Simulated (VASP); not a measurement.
**BaS (strained zincblende): a r²SCAN single-point calculation in VASP**

INCAR

```
LASPH = .TRUE.
LWAVE = .FALSE.
EDIFF = 1E-7
METAGGA = R2SCAN
ISMEAR = 0
ENCUT = 520
PREC = Accurate
SIGMA = 0.01
NSW = 0
LREAL = .FALSE.
NBANDS = 15
ISIF = 2
ALGO = Normal
IBRION = -1
LCHARG = .FALSE.
NELM = 120
```

KPOINTS

```
KPOINTS created by Atomic Simulation Environment
0
Gamma
6 6 6
0 0 0
```

KPOINTS_OPT

```
special points
6
Reciprocal
0.0000000000 0.0000000000 0.0000000000 1
-0.5000000000 -0.5000000000 0.0000000000 1
-0.3750000000 -0.3750000000 0.2500000000 1
-0.3750000000 0.0000000000 0.3750000000 1
0.0000000000 0.0000000000 0.5000000000 1
-0.5000000000 -0.2500000000 0.2500000000 1
```

POSCAR

```
Ba S
 1.0000000000000000
    -0.3439649086000000    3.3739416861999998    3.3739416861999998
     3.3739416861999998   -0.3439649086000000    3.3739416861999998
     3.3739416861999998    3.3739416861999998   -0.3439649086000000
 Ba  S
   1   1
Cartesian
 -0.0753922433324558 -0.0753922433324558 -0.0753922433324558
  1.6763718592824557  1.6763718592824557  1.6763718592824555
```

VASP ran with the recommended PBE PAW datasets (16 valence electrons in the cell).

Command

```
mpirun -np 1 vasp_std
```

OSZICAR

```
N       E                     dE             d eps       ncg     rms          rms(c)
DAV:   1     0.592262146009E+02    0.59226E+02   -0.65055E+03   960   0.911E+02
DAV:   2    -0.363561033677E+02   -0.95582E+02   -0.86667E+02  1343   0.168E+02
DAV:   3    -0.432124744385E+02   -0.68564E+01   -0.67992E+01  1381   0.485E+01
DAV:   4    -0.433897129414E+02   -0.17724E+00   -0.17720E+00  1271   0.776E+00
DAV:   5    -0.433922890404E+02   -0.25761E-02   -0.25759E-02  1406   0.811E-01    0.506E+00
DAV:   6    -0.385308762748E+02    0.48614E+01   -0.18662E+00  1290   0.877E+00    0.363E+00
DAV:   7    -0.385377561158E+02   -0.68798E-02   -0.70089E-01  1233   0.457E+00    0.299E+00
DAV:   8    -0.385567496699E+02   -0.18994E-01   -0.50071E-02  1079   0.152E+00    0.162E+00
DAV:   9    -0.385705458488E+02   -0.13796E-01   -0.21273E-02   974   0.123E+00    0.730E-01
DAV:  10    -0.385703492114E+02    0.19664E-03   -0.35267E-04  1373   0.144E-01    0.385E-01
DAV:  11    -0.385718185086E+02   -0.14693E-02   -0.16210E-03   974   0.307E-01    0.119E-01
DAV:  12    -0.385717948352E+02    0.23673E-04   -0.90178E-05  1310   0.525E-02    0.666E-02
DAV:  13    -0.385718010724E+02   -0.62372E-05   -0.84195E-06  1093   0.216E-02    0.270E-02
DAV:  14    -0.385718032331E+02   -0.21607E-05   -0.28570E-06  1107   0.117E-02    0.774E-03
DAV:  15    -0.385718028697E+02    0.36348E-06   -0.16753E-07  1217   0.369E-03    0.535E-03
DAV:  16    -0.385718028948E+02   -0.25178E-07   -0.35967E-08   718   0.135E-03
   1 F= -.38571803E+02 E0= -.38571803E+02  d E =-.102743E-18
       N       E                     dE             ncg
DAV:   1     0.317197389125E+03   -0.26020E+04      180
DAV:   2    -0.239301684954E+03   -0.55650E+03      237
DAV:   3    -0.275673602924E+03   -0.36372E+02      273
DAV:   4    -0.276527632124E+03   -0.85403E+00      238
DAV:   5    -0.276542176409E+03   -0.14544E-01      259
DAV:   6    -0.276542545225E+03   -0.36882E-03      245
DAV:   7    -0.276542559365E+03   -0.14140E-04      266
DAV:   8    -0.276542559987E+03   -0.62217E-06      226
DAV:   9    -0.276542560005E+03   -0.17956E-07      203
```

From OUTCAR

```
k-points           NKPTS =     32   k-points in BZ     NKDIM =     32   number of bands    NBANDS=     15

   NELECT =      16.0000    total number of electrons

   dimension x,y,z NGX =    36 NGY =   36 NGZ =   36
   dimension x,y,z NGXF=    72 NGYF=   72 NGZF=   72

  energy-cutoff  :      520.00
  volume of cell :       88.52
      direct lattice vectors                 reciprocal lattice vectors
    -0.343964909  3.373941686  3.373941686    -0.127260912  0.141707652  0.141707652
     3.373941686 -0.343964909  3.373941686     0.141707652 -0.127260912  0.141707652
     3.373941686  3.373941686 -0.343964909     0.141707652  0.141707652 -0.127260912

 k-points in reciprocal lattice and weights: KPOINTS created by Atomic Simulation Env
   0.00000000  0.00000000  0.00000000       0.005
   0.16666667  0.00000000  0.00000000       0.028
   0.33333333 -0.00000000 -0.00000000       0.028
   0.50000000 -0.00000000 -0.00000000       0.014
   0.16666667  0.16666667  0.00000000       0.028
   0.33333333  0.16666667 -0.00000000       0.056
   0.50000000  0.16666667 -0.00000000       0.056
  -0.33333333  0.16666667  0.00000000       0.056
   ...

 E-fermi :  -0.3829

 k-point     1 :       0.0000    0.0000    0.0000
  band No.  band energies     occupation
      1     -27.4456      2.00000
      2     -12.2282      2.00000
      3     -12.1757      2.00000
      4     -12.1757      2.00000
      5     -10.7193      2.00000
      6      -1.1288      2.00000
      7      -1.1288      2.00000
      8      -0.7891      2.00000
      9       2.5694      0.00000
     10       4.9647      0.00000
     11       4.9647      0.00000
     12       6.5461      0.00000
     13       7.1044      0.00000
     14       7.1044      0.00000
     15       8.9606      0.00000

 k-point     2 :       0.1667    0.0000    0.0000
  band No.  band energies     occupation
      1     -27.4423      2.00000
      2     -12.3984      2.00000
      3     -12.1952      2.00000
      4     -12.1805      2.00000
      5     -10.5287      2.00000
      6      -1.1937      2.00000
      7      -1.0372      2.00000
      8      -0.7732      2.00000
      9       3.1008      0.00000
     10       4.6534      0.00000
     11       4.9421      0.00000
     12       6.5668      0.00000
     13       6.9949      0.00000
     14       7.0831      0.00000
     15       8.1011      0.00000

 k-point     3 :       0.3333   -0.0000   -0.0000
  band No.  band energies     occupation
      1     -27.4358      2.00000
      2     -12.6778      2.00000
      3     -12.2100      2.00000
      4     -12.1900      2.00000
      5     -10.2366      2.00000
      6      -1.2189      2.00000
      7      -0.8482      2.00000
      8      -0.7354      2.00000
      9       3.9815      0.00000
     10       4.3579      0.00000
     11       5.1441      0.00000
     12       5.9320      0.00000
     13       6.3811      0.00000
     14       6.9804      0.00000
     15       7.8491      0.00000

 k-point     4 :       0.5000   -0.0000   -0.0000
  band No.  band energies     occupation
      1     -27.4325      2.00000
      2     -12.7942      2.00000
      3     -12.2168      2.00000
      4     -12.1948      2.00000
      5     -10.1167      2.00000
      6      -1.1734      2.00000
      7      -0.7511      2.00000
      8      -0.7304      2.00000
      9       4.1772      0.00000
     10       4.3468      0.00000
     11       5.0915      0.00000
     12       5.8902      0.00000
     13       6.3106      0.00000
     14       6.6375      0.00000
     15       8.2251      0.00000

 k-point     5 :       0.1667    0.1667    0.0000
  band No.  band energies     occupation
      1     -27.4404      2.00000
      2     -12.4307      2.00000
      3     -12.2043      2.00000
      4     -12.2003      2.00000
      5     -10.4843      2.00000
      6      -1.2494      2.00000
      7      -0.9900      2.00000
      8      -0.7708      2.00000
      9       3.3501      0.00000
     10       4.2525      0.00000
     11       5.2236      0.00000
     12       6.5792      0.00000
     13       6.9832      0.00000
     14       7.1246      0.00000
     15       8.8135      0.00000

 k-point     6 :       0.3333    0.1667   -0.0000
  band No.  band energies     occupation
      1     -27.4345      2.00000
      2     -12.6485      2.00000
      3     -12.2263      2.00000
      4     -12.2145      2.00000
      5     -10.2479      2.00000
      6      -1.3062      2.00000
      7      -0.8484      2.00000
      8      -0.6831      2.00000
      9       3.7656      0.00000
     10       4.2895      0.00000
     11       5.4502      0.00000
     12       6.0510      0.00000
     13       6.8583      0.00000
     14       7.0723      0.00000
     15       8.2411      0.00000

 k-point     7 :       0.5000    0.1667   -0.0000
  band No.  band energies     occupation
      1     -27.4306      2.00000
      2     -12.7917      2.00000
      3     -12.2552      2.00000
      4     -12.2168      2.00000
      5     -10.0757      2.00000
      6      -1.1823      2.00000
      7      -0.8245      2.00000
      8      -0.6113      2.00000
      9       3.6629      0.00000
     10       4.3597      0.00000
     11       5.4131      0.00000
     12       6.3591      0.00000
     13       6.5441      0.00000
     14       6.9201      0.00000
     15       8.3901      0.00000

 k-point     8 :      -0.3333    0.1667    0.0000
  band No.  band energies     occupation
      1     -27.4325      2.00000
      2     -12.7482      2.00000
      3     -12.2685      2.00000
      4     -12.2059      2.00000
      5     -10.0980      2.00000
      6      -1.1285      2.00000
      7      -0.8538      2.00000
      8      -0.6552      2.00000
      9       3.6985      0.00000
     10       4.4559      0.00000
     11       5.0229      0.00000
     12       5.9189      0.00000
     13       6.5629      0.00000
     14       7.6337      0.00000
     15       8.1123      0.00000

 k-point     9 :      -0.1667    0.1667    0.0000
  band No.  band energies     occupation
      1     -27.4384      2.00000
      2     -12.5608      2.00000
      3     -12.2404      2.00000
      4     -12.1912      2.00000
      5     -10.3094      2.00000
      6      -1.2145      2.00000
      7      -0.8975      2.00000
      8      -0.7469      2.00000
      9       3.6313      0.00000
     10       4.5569      0.00000
     11       4.7803      0.00000
     12       5.9061      0.00000
     13       6.8425      0.00000
     14       7.4414      0.00000
     15       8.2176      0.00000

 k-point    10 :       0.3333    0.3333    0.0000
  band No.  band energies     occupation
      1     -27.4301      2.00000
      2     -12.7336      2.00000
      3     -12.2606      2.00000
      4     -12.2365      2.00000
      5     -10.1386      2.00000
      6      -1.4295      2.00000
      7      -0.6888      2.00000
      8      -0.5820      2.00000
      9       3.4060      0.00000
     10       4.7173      0.00000
     11       5.8711      0.00000
     12       6.0701      0.00000
     13       6.6406      0.00000
     14       7.1570      0.00000
     15       9.3811      0.00000

 k-point    11 :       0.5000    0.3333   -0.0000
  band No.  band energies     occupation
      1     -27.4268      2.00000
      2     -12.8224      2.00000
      3     -12.2963      2.00000
      4     -12.2402      2.00000
      5     -10.0187      2.00000
      6      -1.3577      2.00000
      7      -0.6816      2.00000
      8      -0.4819      2.00000
      9       3.2872      0.00000
     10       4.4282      0.00000
     11       5.8848      0.00000
     12       6.4219      0.00000
     13       6.8939      0.00000
     14       7.5048      0.00000
     15       9.0254      0.00000

 k-point    12 :      -0.3333    0.3333    0.0000
  band No.  band energies     occupation
      1     -27.4280      2.00000
      2     -12.8136      2.00000
      3     -12.3211      2.00000
      4     -12.2257      2.00000
      5      -9.9913      2.00000
      6      -1.1284      2.00000
      7      -0.8541      2.00000
      8      -0.5029      2.00000
      9       3.2315      0.00000
     10       4.3886      0.00000
     11       5.3002      0.00000
     12       6.6308      0.00000
     13       6.9838      0.00000
     14       7.8972      0.00000
     15       8.6919      0.00000

 k-point    13 :       0.5000    0.5000   -0.0000
  band No.  band energies     occupation
      1     -27.4249      2.00000
      2     -12.8551      2.00000
      3     -12.2883      2.00000
      4     -12.2543      2.00000
      5     -10.0013      2.00000
      6      -1.4620      2.00000
      7      -0.5228      2.00000
      8      -0.4858      2.00000
      9       3.2889      0.00000
     10       4.4939      0.00000
     11       6.0347      0.00000
     12       6.3163      0.00000
     13       6.6288      0.00000
     14       8.3535      0.00000
     15       8.9891      0.00000

 ...

  Total       -0.3872859     -0.3872859     -0.3872859      0.2994253      0.2994253      0.2994253
  in kB       -7.0097023     -7.0097023     -7.0097023      5.4194633      5.4194633      5.4194633
  external PRESSURE =      -7.0097023 kB  Pullay stress =       0.0000000 kB

 POSITION                                       TOTAL-FORCE (eV/Angst)
 -----------------------------------------------------------------------------------
      6.32853      6.32853      6.32853        -0.015681     -0.015681     -0.015681
      1.67637      1.67637      1.67637         0.015681      0.015681      0.015681
 -----------------------------------------------------------------------------------
    total drift:                               -0.000172     -0.000172     -0.000171

  FREE ENERGIE OF THE ION-ELECTRON SYSTEM (eV)
  ---------------------------------------------------
  free  energy   TOTEN  =       -38.5718028948 eV

  energy  without entropy=      -38.5718028948  energy(sigma->0) =      -38.57180289
```

```yaml
gap_between_bands_v_and_c: 3.00 eV
least_direct_gap: 3.36 eV
pressure: -0.7 GPa
largest_force: 0.03 eV/Å
```

Band v is the last that the valence electrons fill when counted band by band, and c is the next.

The run took about 2.4 min on one core of a shared host (Intel Xeon Platinum 8488C) and held 0.24 GiB at most.
